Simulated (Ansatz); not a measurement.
Wanted: the native input for an Ansatz 0.2.0 run.

* Task: relaxation of cell and atoms
* Functional: r2SCAN
* Dispersion: rVV10
* Potentials or basis: Ansatz PAW
* Cutoff: 500 eV (not typed: the program's choice for these potentials)
* k mesh: 7 × 7 × 7
* Occupations: fermi-dirac, width 0.05 eV
* Spin: no spin polarisation

The system is SnTe.

```xyz
2
Lattice="0.0000 3.6111 3.6111 3.6111 0.0000 3.6111 3.6111 3.6111 0.0000" Properties=species:S:1:pos:R:3 pbc="T T T"
Te    1.8056    1.8056    1.8056
Sn    0.0000    0.0000    0.0000
```

Measurements of this composition are mostly on another form, of space group No. 225.

The input as run:

input.yaml

```yaml
crystal:
  lattice:
    - [0.0, 3.611146, 3.611146]
    - [3.611146, 0.0, 3.611146]
    - [3.611146, 3.611146, 0.0]
  atoms:
    - { symbol: Te, position: [0.25, 0.25, 0.25] }
    - { symbol: Sn, position: [0.0, 0.0, 0.0] }
hamiltonian:
  xc: r2scan
  pseudopotentials: { kind: paw }
  dispersion: rvv10
kpoints:
  mp_grid: { grid: [7, 7, 7] }
scf:
  occupations: { method: fermi_dirac, width: 0.05 }
output:
  forces: true
  stress: true
  eigenvalues: true
relax:
  f_tol: 0.01
  max_steps: 40
  cell: { stress_tol: 0.05 }
```

Potentials or basis: Ansatz PAW.

Launch:

```bash
$ ansatz run input.yaml --threads 2 --pin off --max-ram 5632MiB --backend cpu --events-out ev --progress --plain --runs-dir out
```

It gave:

```yaml
Relaxed_volume: 45.06 Å³/atom
Relaxed_cell: a = 5.032 Å, b = 5.032 Å, c = 5.032 Å, α = 60.00°, β = 60.00°, γ = 60.00°
Space_group_after_relaxing_to_0.05_Å: F-43m (No. 216)
Energy_gained_by_relaxing: 7.2 meV/atom
Ionic_steps: 3
Pressure_after_relaxing: 0.0 GPa
Band_gap_on_the_k_mesh: 0.24 eV, indirect (least direct gap 0.84 eV)
```

Caveat: odd divisions of the mesh miss points on the zone boundary, where band edges often lie, so the gap on the mesh can be too wide; the plane-wave basis is chosen anew once the cell has moved, so the energies of steps on either side of that aren't comparable; spin-orbit coupling is left out, which moves the levels of the heavy elements; the PAW data sets come from PBE, with cores solved anew for the run's functional, which leaves a small shift of forces and pressure.

Wall time 22 s on 2 threads of Intel(R) Xeon(R) Platinum 8488C (Sapphire Rapids), with other jobs on the host, peak memory 0.82 GiB.
